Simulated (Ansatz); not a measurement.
Crystal: Hf.

```
Hf
1.0
     2.91381    0.00000    0.00000
     0.00000    2.91381    0.00000
     0.00000    0.00000    2.91381
Hf
1
Direct
  0.50000 0.50000 0.50000
```

The cell was built by a generator and needn't be a form met in nature.

```yaml
Program: Ansatz 0.2.0
Task: single point
Functional: PBE
Potentials_or_basis: all-electron LAPW, scalar-relativistic
Cutoff: 256 eV (chosen from the basis error)
Basis_error_allowed: 0.001 eV/atom
k_mesh: 9 × 9 × 9
Occupations: fermi-dirac, width 0.05 eV
Spin: no spin polarisation
```

On this cell: pressure 0.1 GPa; band gap on the k mesh none (metal or under the smearing width).

The same run follows on a disturbed copy (cell strained at random at fixed volume):

```xyz
1
Lattice="2.8790 0.0109 0.0313 0.0109 2.8925 -0.0036 0.0313 -0.0036 2.9712" Properties=species:S:1:pos:R:3 pbc="T T T"
Hf    1.4843    1.4459    1.5020
```

Q: What does the disturbed cell give?

A: The energy (extrapolated to zero smearing) moves by +2.7 meV/atom; pressure 0.2 GPa; band gap on the k mesh none (metal or under the smearing width).

Stress tensor (GPa, compression positive):
```
 1.30  0.32  0.78
 0.32  0.63 -0.09
 0.78 -0.09 -1.46
```

The runs don't all hold the same shells in valence.
